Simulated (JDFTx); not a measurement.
A run of JDFTx 1.7.0 (patched build) is set up as follows.

Rh.in

```
include Rh.lattice
coords-type Lattice
include Rh.ionpos

ion-species pseudo/Rh.upf
elec-cutoff 40
elec-ex-corr gga-PBEsol
kpoint-folding 6 6 6
elec-smearing Fermi 0.0018374661
elec-n-bands 14
electronic-SCF nIterations 100 energyDiffThreshold 1e-09
electronic-minimize nIterations 30 energyDiffThreshold 1e-7
forces-output-coords Cartesian
lattice-minimize nIterations 40 energyDiffThreshold 1e-6

dump-name run.$VAR
dump End Ecomponents EigStats BandEigs Kpoints Forces Stress ElecDensity KEdensity
```

Contents of Rh.lattice:

```
lattice \
    0.0000000000     3.5864167256     3.5864167256 \
    3.5864167256     0.0000000000     3.5864167256 \
    3.5864167256     3.5864167256     0.0000000000
```

The input Rh.ionpos:

```
ion Rh     0.0000000000     0.0000000000     0.0000000000 1
```

Potentials or basis: SG15-PBE-1.2 with smoothed tails.

The run is started by

```sh
$ jdftx -c 1 -i Rh.in -o Rh.out
```

What does it give for the relaxed cell?

a = 2.677 Å, b = 2.677 Å, c = 2.677 Å, α = 60.00°, β = 60.00°, γ = 60.00°.

What does it give for the relaxed volume?

13.56 Å³/atom.

What does it give for the space group after relaxing (to 0.05 Å)?

Fm-3m (No. 225).

Estimate the band gap on the k mesh.

none (metal or under the smearing width).

Final structure:
```
Rh
1.0
     0.00000    1.89276    1.89276
     1.89276    0.00000    1.89276
     1.89276    1.89276    0.00000
Rh
1
Cartesian
  0.0000 0.0000 0.0000
```

Caveat: the k mesh is coarse (spacing up to 0.48 Å⁻¹), so the values aren't converged; the potentials were made for another functional, which shifts forces and pressure.
